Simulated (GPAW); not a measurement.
# PbSe (Clausthalite) (Fm-3m) in GPAW: settings compared, part 3 of 3

GPAW 26.7.0. The steps go on from the part before.

### 6 Single point, PBE

Input file run.py:

```python
from ase.dft.bandgap import bandgap
from ase.io import read, write
from ase.units import GPa
from gpaw import GPAW, PW

atoms = read('PbSe.xyz')

calc = GPAW(mode=PW(600),
            xc='PBE',
            kpts={'size': (8, 8, 8), 'gamma': True},
            occupations={'name': 'methfessel-paxton', 'order': 0, 'width': 0.015},
            nbands=19,
            convergence={'density': 1e-05, 'energy': 1e-05},
            maxiter=150,
            txt='gpaw.txt')
atoms.calc = calc
energy = atoms.get_potential_energy()
forces = atoms.get_forces()
stress = atoms.get_stress()
calc.write('gs.gpw')
write('result.traj', atoms)
print(f'Energy: {energy:.6f} eV')
print('Forces (eV/A):')
print(forces.round(4))
print('Stress (GPa):', (stress / GPa).round(3))
print('Fermi level:', round(calc.get_fermi_level(), 4), 'eV')
print(f'Gap: {bandgap(calc)[0]:.4f} eV, direct: {bandgap(calc, direct=True)[0]:.4f} eV')
```

Input file PbSe.xyz:

```xyz
2
Lattice="0.0000000000 3.0606500000 3.0606500000 3.0606500000 0.0000000000 3.0606500000 3.0606500000 3.0606500000 0.0000000000" Properties=species:S:1:pos:R:3 pbc="T T T"
Pb     0.0000000000      0.0000000000      0.0000000000
Se     3.0606500000      3.0606500000      3.0606500000
```

Potentials or basis: GPAW PAW data sets (gpaw-data 1.2.1), pw.

The run is started by

```
OMP_NUM_THREADS=1 python run.py
```

gpaw.txt:

```text
__  _  _
 | _ |_)|_||  |
 |__||  | ||/\| - 26.7.0

Input parameters:
  mode=PW(ecut=600.0),
  convergence={'density': 1e-05, 'energy': 1e-05},
  kpts=MonkhorstPack(size=(8, 8, 8), gamma=True),
  maxiter=150,
  nbands=19,
  occupations=Occupations(name='methfessel-paxton', order=0, width=0.015),
  xc=XC(name='PBE')

Diagonalizing LCAO Hamiltonian
Converting LCAO to pw mode

                Se

       Pb

Atoms  # Å, Bohr magnetons
|   | symbol |        x |        y |        z |    initial magnetic moments |
|---|--------|----------|----------|----------|-----------------------------|
| 0 |     Pb | 0.000000 | 0.000000 | 0.000000 | ( 0.0000,  0.0000,  0.0000) |
| 1 |     Se | 3.060650 | 3.060650 | 3.060650 | ( 0.0000,  0.0000,  0.0000) |

Unit cell  # Å
| periodic |        x |        y |        z |  lengths |    angles |
|----------|----------|----------|----------|----------|-----------|
|      yes | 0.000000 | 3.060650 | 3.060650 | 4.328413 | 60.000000 |
|      yes | 3.060650 | 0.000000 | 3.060650 | 4.328413 | 60.000000 |
|      yes | 3.060650 | 3.060650 | 0.000000 | 4.328413 | 60.000000 |

Number of symmetries: 48
Symmetry operations  # r_c * U_cc + t_c -> r_c
|    | kind |            matrix            |
|----|------|------------------------------|
|  0 |  σ   |  1, 0, 0,  1, 0,-1,  1,-1, 0 |
|  1 |  C2  |  1, 0, 0,  1,-1, 0,  1, 0,-1 |
|  2 |  E   |  1, 0, 0,  0, 1, 0,  0, 0, 1 |
|  3 |  σ   |  1, 0, 0,  0, 0, 1,  0, 1, 0 |
|  4 |  C4  |  1, 0,-1,  1, 0, 0,  1,-1, 0 |
|  5 |  S6  |  1, 0,-1,  1,-1, 0,  1, 0, 0 |
|  6 |  σ   |  1, 0,-1,  0, 1,-1,  0, 0,-1 |
|  7 |  C3  |  1, 0,-1,  0, 0,-1,  0, 1,-1 |
|  8 |  S6  |  1,-1, 0,  1, 0, 0,  1, 0,-1 |
|  9 |  C4  |  1,-1, 0,  1, 0,-1,  1, 0, 0 |
| 10 |  C3  |  1,-1, 0,  0,-1, 1,  0,-1, 0 |
| 11 |  σ   |  1,-1, 0,  0,-1, 0,  0,-1, 1 |
| 12 |  σ   |  0, 1, 0,  1, 0, 0,  0, 0, 1 |
| 13 |  C4  |  0, 1, 0,  0, 1,-1, -1, 1, 0 |
| 14 |  C3  |  0, 1, 0,  0, 0, 1,  1, 0, 0 |
| 15 |  S6  |  0, 1, 0, -1, 1, 0,  0, 1,-1 |
| 16 |  C2  |  0, 1,-1,  1, 0,-1,  0, 0,-1 |
| 17 |  σ   |  0, 1,-1,  0, 1, 0, -1, 1, 0 |
| 18 |  S4  |  0, 1,-1,  0, 0,-1,  1, 0,-1 |
| 19 |  C4  |  0, 1,-1, -1, 1, 0,  0, 1, 0 |
| 20 |  C3  |  0, 0, 1,  1, 0, 0,  0, 1, 0 |
| 21 |  σ   |  0, 0, 1,  0, 1, 0,  1, 0, 0 |
| 22 |  S6  |  0, 0, 1,  0,-1, 1, -1, 0, 1 |
| 23 |  C4  |  0, 0, 1, -1, 0, 1,  0,-1, 1 |
| 24 |  S4  |  0, 0,-1,  1, 0,-1,  0, 1,-1 |
| 25 |  C3  |  0, 0,-1,  0, 1,-1,  1, 0,-1 |
| 26 |  C2  |  0, 0,-1,  0,-1, 0, -1, 0, 0 |
| 27 |  S6  |  0, 0,-1, -1, 0, 0,  0,-1, 0 |
| 28 |  S4  |  0,-1, 1,  1,-1, 0,  0,-1, 0 |
| 29 |  C4  |  0,-1, 1,  0, 0, 1, -1, 0, 1 |
| 30 |  C2  |  0,-1, 1,  0,-1, 0,  1,-1, 0 |
| 31 |  σ   |  0,-1, 1, -1, 0, 1,  0, 0, 1 |
| 32 |  C3  |  0,-1, 0,  1,-1, 0,  0,-1, 1 |
| 33 |  S6  |  0,-1, 0,  0, 0,-1, -1, 0, 0 |
| 34 |  S4  |  0,-1, 0,  0,-1, 1,  1,-1, 0 |
| 35 |  C2  |  0,-1, 0, -1, 0, 0,  0, 0,-1 |
| 36 |  C2  | -1, 1, 0,  0, 1, 0,  0, 1,-1 |
| 37 |  S6  | -1, 1, 0,  0, 1,-1,  0, 1, 0 |
| 38 |  S4  | -1, 1, 0, -1, 0, 1, -1, 0, 0 |
| 39 |  C3  | -1, 1, 0, -1, 0, 0, -1, 0, 1 |
| 40 |  S6  | -1, 0, 1,  0, 0, 1,  0,-1, 1 |
| 41 |  C2  | -1, 0, 1,  0,-1, 1,  0, 0, 1 |
| 42 |  C3  | -1, 0, 1, -1, 1, 0, -1, 0, 0 |
| 43 |  S4  | -1, 0, 1, -1, 0, 0, -1, 1, 0 |
| 44 |  C2  | -1, 0, 0,  0, 0,-1,  0,-1, 0 |
| 45 |  i   | -1, 0, 0,  0,-1, 0,  0, 0,-1 |
| 46 |  σ   | -1, 0, 0, -1, 1, 0, -1, 0, 1 |
| 47 |  C2  | -1, 0, 0, -1, 0, 1, -1, 1, 0 |

BZ-sampling:
  Number of BZ points: 512
  Number of IBZ points: 29

  Monkhorst-Pack size: [8, 8, 8]
  Monkhorst-Pack shift: [0.0625, 0.0625, 0.0625]

K-points  # in reciprocal-cell coordinates
|     |                                coordinates |     weight |
|-----|--------------------------------------------|------------|
|   0 | (  0.00000000,   0.00000000,   0.00000000) | 0.00195312 |
|   1 | (  0.12500000,   0.12500000,   0.00000000) | 0.01171875 |
|   2 | (  0.12500000,   0.12500000,   0.12500000) | 0.01562500 |
|   3 | (  0.25000000,   0.12500000,   0.12500000) | 0.02343750 |
|   4 | (  0.25000000,   0.25000000,   0.00000000) | 0.01171875 |
|   5 | (  0.25000000,   0.25000000,   0.12500000) | 0.04687500 |
|   6 | (  0.25000000,   0.25000000,   0.25000000) | 0.01562500 |
|   7 | (  0.37500000,   0.25000000,  -0.37500000) | 0.04687500 |
|   8 | (  0.37500000,   0.25000000,   0.12500000) | 0.04687500 |
|   9 | (  0.37500000,   0.25000000,   0.25000000) | 0.04687500 |
| ... |                                            |            |
|  28 | (  0.50000000,   0.50000000,   0.50000000) | 0.00781250 |

Plane wave coefficients: 1930
Cutoff: 600.0 eV

Spin-components: 1 (collinear spins)
Bands:           19
Projectors:      11
Spin-degeneracy: 2
Datatype:        complex128

Parallelization:
  kpt:    1
  domain: 1
  band:   1

Density:
  Valence electrons: 20.0
  Components: 1
  Grid points: [25 25 25]
  Charge: 0.0  # |e|

Potential:
  Grid points: [25 25 25]

species:
  Pb:
    name:    Lead
    Z:       82.0
    valence: 14
    core:    68
    charge:  0.0  # [|e|]
    compensation charges:
      type: gauss
      rc: 0.38  # [Å]
      lmax: 2
    cutoffs:
      filter: 2.36  # [Å]
      core: 2.43  # [Å]
    projectors
    | kind |    occ | energy [eV] | rcut [Å] |
    |------|--------|-------------|----------|
    |   6s |  2.000 |     -11.969 |    1.259 |
    |   6p |  2.000 |      -3.506 |    1.275 |
    |   5d | 10.000 |     -21.211 |    1.217 |
    |    s |        |      15.243 |    1.259 |
    |    p |        |      23.705 |    1.275 |
    |    d |        |       6.001 |    1.217 |

    Using partial waves for Pb as LCAO basis

  Se:
    name:    Selenium
    Z:       34.0
    valence: 6
    core:    28
    charge:  0.0  # [|e|]
    compensation charges:
      type: gauss
      rc: 0.27  # [Å]
      lmax: 2
    cutoffs:
      filter: 1.77  # [Å]
      core: 2.67  # [Å]
    projectors
    | kind |    occ | energy [eV] | rcut [Å] |
    |------|--------|-------------|----------|
    |   4s |  2.000 |     -17.277 |    0.847 |
    |   4p |  4.000 |      -6.512 |    1.005 |
    |    s |        |       9.935 |    0.847 |
    |    p |        |      20.699 |    1.005 |
    |    d |        |       0.000 |    0.847 |

    Using partial waves for Se as LCAO basis

Reference energy: -633377.995495  # eV

eigensolver:
  PPCG
  Converge bands: occupied
  niter=2

density mixing:
  MSR1-Mixer
  Pratt-step length: 0.05
  Maximum mixing coefficient: 0.75
  Old densities: 10
  SVD Regularization: 0.005
  Good broyden scale: 1.0
  Trust region scale: 1.0
  Backstep threshold: 4.0
  History deletion threshold: 6.0
  Fourier metric: weight=20.0, sigma=0.015

occupation numbers:
  Methfessel-Paxton:
    width: 0.0150  # eV
    order: 0

poisson solver:
  ecut: 4800.0  # eV

xc functional:
  name: PBE with 2 nearest neighbor stencil

convergence criteria:
- Maximum integral of absolute [dens]ity change: 1e-05 electrons / valence electron
- Maximum [total energy] change in last 3 cyles: 1e-05 eV / valence electron
- Maximum integral of absolute [eigenst]ate change: 4e-08 eV^2 / valence electron
maximum number of iterations: 150

SCF iterations
|iter     | |      energy | eigst |  dens |
|---------|-|-------------|-------|-------|
|iter:   1| |   -8.650817 | -0.26 |       |
|iter:   2| |   -8.591118 | -2.07 | -1.23 |
|iter:   3| |   -8.397270 | -1.90 | -1.28 |
|iter:   4| |   -8.398904 | -3.76 | -1.89 |
|iter:   5| |   -8.399586 | -4.32 | -2.29 |
|iter:   6| |   -8.399612 | -5.59 | -3.23 |
|iter:   7| |   -8.399615c| -6.72 | -3.76 |
|iter:   8| |   -8.399615c| -7.69c| -4.47 |
|iter:   9| |   -8.399615c| -7.81c| -5.22c|

Converged in 9 steps
Energy contributions relative to reference atoms: (reference = -633377.995495)

Energy contributions:
  Kinetic:          19.960768
  Coulomb:         -20.085754
  Zero:             -0.062266
  External:          0.000000
  Xc:               -8.212363
  Entropy:          -0.000000
  Spinorbit:         0.000000
  ----------------------------
  Free energy:      -8.399615
  Extrapolated:     -8.399615

dipole moment: (-25.874213, -25.874213, -25.874213)  # |e|*Ang

Fermi level: 6.269
Eigenvalues  # (at kpt = [0.000, 0.000, 0.000])
| band index |      eig [eV] | occ [0-2] |
|------------|---------------|-----------|
|          0 |       -10.722 |     2.000 |
|        ... |               |           |
|          2 |       -10.720 |     2.000 |
|          3 |       -10.720 |     2.000 |
|          4 |       -10.720 |     2.000 |
|          5 |        -7.475 |     2.000 |
|          6 |        -0.127 |     2.000 |
|          7 |         4.217 |     2.000 |
[... 9 lines left out ...]
|         17 |        14.532 |     0.000 |
|         18 |        15.113 |     0.000 |

Gap: 0.242 eV
Transition (v -> c):
  (s=0, k=28, n=9, [0.50, 0.50, 0.50]) -> (s=0, k=28, n=10, [0.50, 0.50, 0.50])
No difference between direct/indirect transitions

Forces  # eV/Ang
|       x |        y |       z |
|---------|----------|---------|
| 0.00000 |  0.00000 | 0.00000 |  # Pb   0
| 0.00000 | -0.00000 | 0.00000 |  # Se   1

Stress tensor  # eV/Ang^3
|         x |         y |         z |
|-----------|-----------|-----------|
| -0.013862 | -0.000000 | -0.000000 |
| -0.000000 | -0.013862 | -0.000000 |
| -0.000000 | -0.000000 | -0.013862 |

# Writing to gs.gpw (mode='')
```

Wall time 14 s (1 thread of Arm Neoverse V2, shared host); peak memory 0.17 GiB.

Results:

- Free energy: -8.3996 eV
- Pressure: 2.2 GPa
- Band gap on the k mesh: 0.24 eV, direct

Levels at points of the mesh, in eV from the valence-band top:
```
           k point  band 7  band 8  band 9  band 10  band 11  band 12  band 13  band 14
(0.00, 0.00, 0.00)   -6.27   -1.93   -1.93    -1.93     4.65     4.65     4.65     6.49
(0.50, 0.50, 0.00)   -7.34   -5.03   -3.28    -3.28     3.66     5.55     5.55     5.99
(0.50, 0.50, 0.50)   -8.78   -1.51   -1.51     0.00     0.24     1.63     1.63     8.52
```

Caveat: spin-orbit coupling is left out, which as a rule narrows the gap of such compounds by several tenths of an eV.

### 7 Summary

```tsv
task	level	potentials or basis	cell	smearing	eigensolver	optimizer	fmax	max steps	convergence	gap on the mesh (eV)	pressure (GPa)
relaxation of cell and atoms	BLYP	PAW data sets generated in the run's folder for this functional, pw	relaxed	fermi-dirac 0.05 eV	davidson	BFGS	0.02 eV/Å	100	density=1e-05 forces=0.0001	0.65	0.0
single point	PBE	GPAW PAW data sets (gpaw-data 1.2.1), pw	as given	gaussian 0.012 eV	-	-	-	-	-	0.24	2.2
single point	PBE	GPAW PAW data sets (gpaw-data 1.2.1), pw	as given	gaussian 0.013 eV	-	-	-	-	-	0.24	2.2
single point	PBE	GPAW PAW data sets (gpaw-data 1.2.1), pw	as given	gaussian 0.014 eV	-	-	-	-	-	0.24	2.2
single point	PBE	GPAW PAW data sets (gpaw-data 1.2.1), pw	as given	gaussian 0.015 eV	-	-	-	-	-	0.24	2.2
```

Alike in all rows: no spin polarisation; k mesh 8 × 8 × 8; cutoff (eV) 600.

Caveats: spin-orbit coupling is left out, which as a rule narrows the gap of such compounds by several tenths of an eV; later steps reuse the first step's grids (some runs); the volume moved by +12 % from the deposited cell, more than functionals usually miss (some runs).

Total energies depend on the potentials used, so only differences within one code and one set of settings carry meaning.

### 8 Against experiment

Step 2. The cell as given is a measured one (28.67 Å³/atom); BLYP puts the equilibrium volume +11.6 % from it, thermal expansion not counted.

Step 3. Measured gap of PbSe: 0.15 eV (direct; 4.2 K; a printed reference work, monograph). This calculation gives 0.24 eV (+0.09 eV). 2 values of this kind are on record (0.15 to 0.28 eV); this one was drawn at random. Spin-orbit coupling on Pb, Se is left out. The value is that of PBE on a finite k mesh, which can miss the band edges, without temperature or zero-point motion.

Step 4. Against the measured gap of PbSe, 0.15 eV (direct; 4.2 K; a printed reference work, monograph), the calculated 0.24 eV is off by +0.09 eV. 2 values of this kind are on record (0.15 to 0.28 eV); this one was drawn at random. Spin-orbit coupling on Pb, Se is left out. The value is that of PBE on a finite k mesh, which can miss the band edges, without temperature or zero-point motion.

Step 5. A measured gap of PbSe is 0.28 eV (direct; 300 K; a printed reference work, monograph); the calculated 0.24 eV misses it by -0.04 eV. 2 values of this kind are on record (0.15 to 0.28 eV); this one was drawn at random. Spin-orbit coupling on Pb, Se is left out. The value is that of PBE on a finite k mesh, which can miss the band edges, without temperature or zero-point motion. Semilocal functionals fall short of measured gaps as a rule.

Step 6. A measured gap of PbSe is 0.28 eV (direct; 300 K; a printed reference work, monograph); the calculated 0.24 eV misses it by -0.04 eV. 2 values of this kind are on record (0.15 to 0.28 eV); this one was drawn at random. Spin-orbit coupling on Pb, Se is left out. The value is that of PBE on a finite k mesh, which can miss the band edges, without temperature or zero-point motion. Semilocal functionals fall short of measured gaps as a rule.
